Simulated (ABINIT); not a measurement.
## CaO (Lime): changed settings of a GW run in ABINIT

Aim: change inputs of a GW run on CaO (Lime) and see what moves.

Main program and level: ABINIT 10.8.3; PBE and many-body steps on it, plane waves.

### Step 1. Set-up

The structure is cubic, space group Fm-3m (No. 225). Conventional cell: a = 4.813 Å, b = 4.813 Å, c = 4.813 Å, α = 90.00°, β = 90.00°, γ = 90.00°. Nearest to Ca lie 6 O at 2.41 Å. O has 6 Ca at 2.41 Å nearest. Farther neighbours and most contacts between anions are not listed.

The cell and positions come from the Crystallography Open Database and are kept as given unless a step says otherwise.

### Step 2. Screening, 6×6×6 mesh, 243 bands, screening to 304.8 eV

This step: ABINIT 10.8.3; RPA screening on PBE, plane waves, norm-conserving pseudopotentials.

The RPA dielectric matrix is built and inverted for each q.

Contents of run.abi:

```
acell 3*1.0 Angstrom
rprim 
  -0.000000000000 2.406500000000 2.406500000000
  2.406500000000 -0.000000000000 2.406500000000
  2.406500000000 2.406500000000 -0.000000000000
ntypat 2
znucl 20 8
natom 2
typat 1 2
xred 
  0.000000000000 0.000000000000 0.000000000000
  0.500000000000 0.500000000000 0.500000000000
pp_dirpath "pseudos"
pseudos "Ca.upf, O.upf"
ecut 36
ngkpt 6 6 6
nshiftk 1
shiftk 0 0 0
kptopt 1
chksymbreak 0
istwfk *1
occopt 1
irdwfk 1
optdriver 3
nband 243
ecuteps 11.2
inclvkb 2
awtr 1
symchi 1
indata_prefix "in"
outdata_prefix "out"
tmpdata_prefix "tmp"
```

Command:

```console
> OMP_NUM_THREADS=1 mpirun -n 8 abinit run.abi > log
```

The program printed:

```text
.Version 10.8.3 of ABINIT. v10.8.2 released Aug 2026.

 Symmetries : space group Fm -3 m (#225); Bravais cF (face-center cubic)
[... echo of the input left out ...]
== DATASET  1 ==================================================================
-   mpi_nproc: 8, omp_nthreads: 1 (-1 if OMP is not activated)

--- !DatasetInfo
iteration_state: {dtset: 1, }
dimensions: {natom: 2, nkpt: 16, mband: 243, nsppol: 1, nspinor: 1, nspden: 1, mpw: 1964, }
cutoff_energies: {ecut:  36.0, pawecutdg:  -1.0, }
electrons: {nelect:   1.60000000E+01, charge:   0.00000000E+00, occopt:   1.00000000E+00, tsmear:   1.00000000E-02, }

 SCREENING: Calculation of the susceptibility and dielectric matrices

 Based on a program developped by R.W. Godby, V. Olevano, G. Onida, and L. Reining.
 Incorporated in ABINIT by V. Olevano, G.-M. Rignanese, and M. Torrent.
.Using double precision arithmetic ; gwpc =  8

[... cell and pseudopotentials left out ...]
--------------------------------------------------------------------------------

 ==== K-mesh for the wavefunctions ====
 Number of points in the irreducible wedge :    16
[... list of points left out ...]
 Together with 48 symmetry operations and time-reversal symmetry
 yields   216 points in the full Brillouin Zone.

 ==== Q-mesh for the screening function ====
 Number of points in the irreducible wedge :    16
[... list of points left out ...]
 Together with 48 symmetry operations and time-reversal symmetry
 yields   216 points in the full Brillouin Zone.

 setmesh: FFT mesh size selected  =    27x   27x   27
          total number of points  =        19683

 vcoul_init : cutoff-mode = AUXILIARY_FUNCTION
 q-points for optical limit:   1
     1)      0.000010    0.000020    0.000030

- screening: taking advantage of time-reversal symmetry
- Maximum band index for partially occupied states nbvw = 8
- Remaining bands to be divided among processors   nbcw = 235
- Number of bands treated by each node ~29

 Number of electrons calculated from density =   16.0000; Expected =   16.0000
 average of density, n =  0.085062
 r_s =    1.4106
 omega_plasma =   28.1335 [eV]

 calculating chi0 at frequencies [eV] :
  1    0.000000E+00    0.000000E+00
  2    0.000000E+00    2.813348E+01

--------------------------------------------------------------------------------
  q-point number  1        q = ( 0.000000, 0.000000, 0.000000) [r.l.u.]
--------------------------------------------------------------------------------
[... chi0 elements left out ...]
 For q-point:  0.000010 0.000020 0.000030
  dielectric constant =   3.5646
  dielectric constant without local fields =   3.9237

  Average fulfillment of the sum rule on Im[epsilon] for q-point    1 :     86.88  [%]
[... wings left out ...]
  q-point number  2        q = ( 0.166667, 0.000000, 0.000000) [r.l.u.]
--------------------------------------------------------------------------------
[... chi0 elements left out ...]
  Average fulfillment of the sum rule on Im[epsilon] for q-point    2 :     89.79  [%]

 [... 14 further q-points ...]
```

Elapsed: 8.4 min, on 8 MPI ranks of Arm Neoverse N1, shared host; peak memory 2.7 GiB.

Numbers from this step:

```
ε∞ with local fields, on this mesh, along the program's q direction : 3.565
the same without local fields                                       : 3.924
plasma frequency                                                    : 28.13 eV
plane waves in the screening matrix                                 : 331
```

Local fields lower ε∞ by 9 %.

### Step 3. Base

The self-energy is evaluated for the states that the input lists, and the levels follow from it, in one-shot runs by the linearised quasiparticle equation.

This step: G0W0 on PBE, plane waves, norm-conserving pseudopotentials.

Changes to run.abi since step 2:

```diff
@@ -23,8 +23,17 @@
 irdwfk 1
-optdriver 3
+optdriver 4
 nband 243
+gwcalctyp 0
+ecutsigx 36
+symsigma 1
+nkptgw 2
+kptgw 
+  0.0000000000 0.0000000000 0.0000000000
+  0.5000000000 0.5000000000 0.0000000000
+bdgw 
+  6 12
+  7 10
 ecuteps 11.2
-inclvkb 2
-awtr 1
-symchi 1
+irdscr 1
+ppmodel 1
 indata_prefix "in"
```

The program printed:

```text
.Version 10.8.3 of ABINIT. v10.8.2 released Aug 2026.

 Symmetries : space group Fm -3 m (#225); Bravais cF (face-center cubic)
[... echo of the input left out ...]
== DATASET  1 ==================================================================
-   mpi_nproc: 8, omp_nthreads: 1 (-1 if OMP is not activated)

--- !DatasetInfo
iteration_state: {dtset: 1, }
dimensions: {natom: 2, nkpt: 16, mband: 243, nsppol: 1, nspinor: 1, nspden: 1, mpw: 1964, }
cutoff_energies: {ecut:  36.0, pawecutdg:  -1.0, }
electrons: {nelect:   1.60000000E+01, charge:   0.00000000E+00, occopt:   1.00000000E+00, tsmear:   1.00000000E-02, }

 SIGMA: Calculation of the GW corrections

 Based on a program developped by R.W. Godby, V. Olevano, G. Onida, and L. Reining.
 Incorporated in ABINIT by V. Olevano, G.-M. Rignanese, and M. Torrent.
.Using double precision arithmetic ; gwpc =  8

[... cell and pseudopotentials left out ...]
--------------------------------------------------------------------------------

 ==== K-mesh for the wavefunctions ====
 Number of points in the irreducible wedge :    16
[... list of points left out ...]
 Together with 48 symmetry operations and time-reversal symmetry
 yields   216 points in the full Brillouin Zone.

 ==== Q-mesh for screening function ====
 Number of points in the irreducible wedge :    16
[... list of points left out ...]
 Together with 48 symmetry operations and time-reversal symmetry
 yields   216 points in the full Brillouin Zone.

 vcoul_init : cutoff-mode = AUXILIARY_FUNCTION
 q-points for optical limit:   1
     1)      0.000010    0.000020    0.000030
 setmesh: FFT mesh size selected  =    36x   36x   36
          total number of points  =        46656

 Number of electrons calculated from density =   16.0000; Expected =   16.0000
 average of density, n =  0.085062
 r_s =    1.4106
 omega_plasma =   28.1335 [eV]

 === KS Band Gaps ===
  >>>> For spin  1
   Minimum direct gap =   4.0368 [eV], located at k-point      :   0.5000  0.5000  0.0000
   Fundamental gap    =   3.6624 [eV], Top of valence bands at :   0.0000  0.0000  0.0000
                                       Bottom of conduction at :   0.5000  0.5000  0.0000
 SIGMA fundamental parameters:
 PLASMON POLE MODEL  1
 number of plane-waves for SigmaX                 1917
 number of plane-waves for SigmaC and W            331
 number of plane-waves for wavefunctions          1917
 number of bands                                   243
 number of independent spin polarizations            1
 number of spinorial components                      1
 number of k-points in IBZ                          16
 number of q-points in IBZ                          16
 number of symmetry operations                      48
 number of k-points in BZ                          216
 number of q-points in BZ                          216
 number of frequencies for dSigma/dE                 9
 frequency step for dSigma/dE [eV]                0.25
 number of omega for Sigma on real axis              0
 max omega for Sigma on real axis  [eV]           0.00
 zcut for avoiding poles [eV]                     0.10

 EPSILON^-1 parameters (SCR file):
 dimension of the eps^-1 matrix on file            331
 dimension of the eps^-1 matrix used               331
 number of plane-waves for wavefunctions          1917
 number of bands                                   243
 number of q-points in IBZ                          16
 number of frequencies                               2
 number of real frequencies                          1
 number of imag frequencies                          1

 matrix elements of self-energy operator (all in [eV])

 Perturbative Calculation

--- !SelfEnergy_ee
iteration_state: {dtset: 1, }
kpoint     : [   0.000,    0.000,    0.000, ]
spin       : 1
KS_gap     :    4.714
QP_gap     :    6.290
Delta_QP_KS:    1.576
data: !SigmaeeData |
     Band     E0 <VxcDFT>   SigX SigC(E0)      Z dSigC/dE  Sig(E)    E-E0       E
        6   5.064 -19.387 -24.633   3.786   0.778  -0.285 -20.523  -1.136   3.928
        7   5.064 -19.387 -24.633   3.786   0.778  -0.285 -20.523  -1.136   3.928
        8   5.064 -19.387 -24.633   3.786   0.778  -0.285 -20.523  -1.136   3.928
        9   9.779 -10.893  -6.430  -3.941   0.843  -0.186 -10.453   0.440  10.219
       10  11.292 -13.900  -7.002  -4.868   0.841  -0.189 -12.193   1.707  12.999
       11  11.292 -13.900  -7.002  -4.868   0.841  -0.189 -12.193   1.707  12.999
       12  11.292 -13.900  -7.002  -4.868   0.841  -0.189 -12.193   1.707  12.999

--- !SelfEnergy_ee
iteration_state: {dtset: 1, }
kpoint     : [   0.500,    0.500,    0.000, ]
spin       : 1
KS_gap     :    4.037
QP_gap     :    6.360
Delta_QP_KS:    2.324
data: !SigmaeeData |
     Band     E0 <VxcDFT>   SigX SigC(E0)      Z dSigC/dE  Sig(E)    E-E0       E
        7   4.690 -18.916 -24.314   3.805   0.778  -0.286 -20.155  -1.240   3.450
        8   4.690 -18.916 -24.314   3.805   0.778  -0.286 -20.155  -1.240   3.450
        9   8.727 -11.430  -5.899  -4.255   0.850  -0.177 -10.346   1.084   9.811
       10  13.087 -16.112  -8.832  -5.007   0.832  -0.202 -14.221   1.891  14.978

== END DATASET(S) ==============================================================
================================================================================

 -outvars: echo values of variables after computation  --------
           etotal      0.0000000000E+00
            nband         243
             nkpt          16
          spgroup         225
 [... the other variables as echoed above ...]

 Calculation completed.
```

The job ended after 69 s (8 MPI ranks; peak memory 2.9 GiB).

This step gave:

| Quantity | Value |
| --- | --- |
| G0W0 gap on the points computed | 5.883 eV |
| starting gap on the mesh | 3.662 eV |
| k of the valence top | 0, 0, 0 |
| k of the conduction bottom | 0.5, 0.5, 0 |
| Z at the valence top | 0.778 |
| Z at the conduction bottom | 0.85 |
| least direct G0W0 gap on the computed points | 6.291 eV |

The gap on the mesh goes from 3.66 eV to 5.88 eV, a correction of +2.22 eV.

### Step 4. Coulomb singularity

Changes to run.abi since step 3:

```diff
@@ -38,2 +38,3 @@
 ppmodel 1
+gw_icutcoul 0
 indata_prefix "in"
```

The program printed:

```text
.Version 10.8.3 of ABINIT. v10.8.2 released Aug 2026.

 Symmetries : space group Fm -3 m (#225); Bravais cF (face-center cubic)
[... echo of the input left out ...]
== DATASET  1 ==================================================================
-   mpi_nproc: 8, omp_nthreads: 1 (-1 if OMP is not activated)

--- !DatasetInfo
iteration_state: {dtset: 1, }
dimensions: {natom: 2, nkpt: 16, mband: 243, nsppol: 1, nspinor: 1, nspden: 1, mpw: 1964, }
cutoff_energies: {ecut:  36.0, pawecutdg:  -1.0, }
electrons: {nelect:   1.60000000E+01, charge:   0.00000000E+00, occopt:   1.00000000E+00, tsmear:   1.00000000E-02, }

 SIGMA: Calculation of the GW corrections

 Based on a program developped by R.W. Godby, V. Olevano, G. Onida, and L. Reining.
 Incorporated in ABINIT by V. Olevano, G.-M. Rignanese, and M. Torrent.
.Using double precision arithmetic ; gwpc =  8

[... cell and pseudopotentials left out ...]
--------------------------------------------------------------------------------

 ==== K-mesh for the wavefunctions ====
 Number of points in the irreducible wedge :    16
[... list of points left out ...]
 Together with 48 symmetry operations and time-reversal symmetry
 yields   216 points in the full Brillouin Zone.

 ==== Q-mesh for screening function ====
 Number of points in the irreducible wedge :    16
[... list of points left out ...]
 Together with 48 symmetry operations and time-reversal symmetry
 yields   216 points in the full Brillouin Zone.

 === Spherical cutoff ===

  Cutoff radius .........    21.3263 [Bohr]
  Volume of the sphere ..   40629.17 [Bohr^3]
 q-points for optical limit:   1
     1)      0.000010    0.000020    0.000030
 setmesh: FFT mesh size selected  =    36x   36x   36
          total number of points  =        46656

[...]
number of omega for Sigma on real axis              0
 max omega for Sigma on real axis  [eV]           0.00
 zcut for avoiding poles [eV]                     0.10

 EPSILON^-1 parameters (SCR file):
 dimension of the eps^-1 matrix on file            331
 dimension of the eps^-1 matrix used               331
 number of plane-waves for wavefunctions          1917
 number of bands                                   243
 number of q-points in IBZ                          16
 number of frequencies                               2
 number of real frequencies                          1
 number of imag frequencies                          1

 matrix elements of self-energy operator (all in [eV])

 Perturbative Calculation

--- !SelfEnergy_ee
iteration_state: {dtset: 1, }
kpoint     : [   0.000,    0.000,    0.000, ]
spin       : 1
KS_gap     :    4.714
QP_gap     :    6.270
Delta_QP_KS:    1.556
data: !SigmaeeData |
     Band     E0 <VxcDFT>   SigX SigC(E0)      Z dSigC/dE  Sig(E)    E-E0       E
        6   5.064 -19.387 -24.641   3.666   0.789  -0.267 -20.641  -1.253   3.811
        7   5.064 -19.387 -24.641   3.666   0.789  -0.267 -20.641  -1.253   3.811
        8   5.064 -19.387 -24.641   3.666   0.789  -0.267 -20.641  -1.253   3.811
[...]
--- !SelfEnergy_ee
iteration_state: {dtset: 1, }
kpoint     : [   0.500,    0.500,    0.000, ]
spin       : 1
KS_gap     :    4.037
QP_gap     :    6.398
Delta_QP_KS:    2.361
data: !SigmaeeData |
     Band     E0 <VxcDFT>   SigX SigC(E0)      Z dSigC/dE  Sig(E)    E-E0       E
[...]
9   8.727 -11.430  -5.915  -4.335   0.850  -0.177 -10.427   1.003   9.730
       10  13.087 -16.112  -8.839  -4.954   0.834  -0.199 -14.179   1.933  15.020

== END DATASET(S) ==============================================================
================================================================================

 -outvars: echo values of variables after computation  --------
           etotal      0.0000000000E+00
            nband         243
             nkpt          16
          spgroup         225
 [... the other variables as echoed above ...]

 Calculation completed.
```

Wall time 69 s (8 MPI ranks); peak memory 2.9 GiB.

Numbers from this step:

```
G0W0 gap on the points computed              : 5.919 eV
starting gap on the mesh                     : 3.662 eV
k of the valence top                         : 0, 0, 0
k of the conduction bottom                   : 0.5, 0.5, 0
Z at the valence top                         : 0.789
Z at the conduction bottom                   : 0.85
least direct G0W0 gap on the computed points : 6.271 eV
```

Against G0W0 in ABINIT (6×6×6 mesh, 243 bands, screening to 304.8 eV, Godby-Needs plasmon pole), the gap moves by +0.036 eV.

### Step 5. Side by side

Times are wall times on 8 MPI ranks of Arm Neoverse N1, shared host, good to a factor of about two. A run's time includes the screening step that it read.

| run | mesh | bands | screening cutoff (eV) | DFT gap (eV) | gap on the mesh (eV) | direct (eV) | ε∞ used | time |
| --- | --- | --- | --- | --- | --- | --- | --- | --- |
| base | 6×6×6 | 243 | 304.8 | 3.662 | 5.883 | 6.291 | 3.56 | 9.6 min |
| Coulomb singularity | 6×6×6 | 243 | 304.8 | 3.662 | 5.919 | 6.271 | 3.56 | 9.6 min |

### Step 6. Summary of results

```json
{
  "base": "5.883 eV",
  "Coulomb singularity": "5.919 eV",
  "known limits": "not at the basis limit"
}
```

**Reading.** Coulomb singularity: +0.036 eV against base (keys changed: gw_icutcoul). Bands and cutoff are finite, so the gap is not at the basis limit. The miss can reach some tenths of an eV and take either sign; the mesh is an error of its own. In the G0W0 runs levels were corrected at 2 k points alone, so a gap called «on the mesh» is the least over those, and an edge elsewhere would be missed.

[Paths, hosts, dates, memory and timing lines, banners, echoed tables and standing remarks are left out of the program output.]

[Logs are printed without paths, hosts, clocks, repeated set-up lines and the standing remarks that a program may print on its own settings, such as how far it seeks lower states.]

[Runs of the session that timed out or met a known fault of the program may be left out.]

[Hosts, paths, dates, database ids (printed as entryN), source tags and the programs' standing remarks are cut or masked in the printed files.]

[G0W0 gaps are taken among the corrected bands and points alone; a level outside them can change the order at an edge.]

[Where Ansatz stands beside ABINIT at settings called matched, ABINIT's density can come from a denser mesh and the files from another edition; pairs whose starting gaps differed by over 0.03 eV were left out, so agreement reads better than it is.]
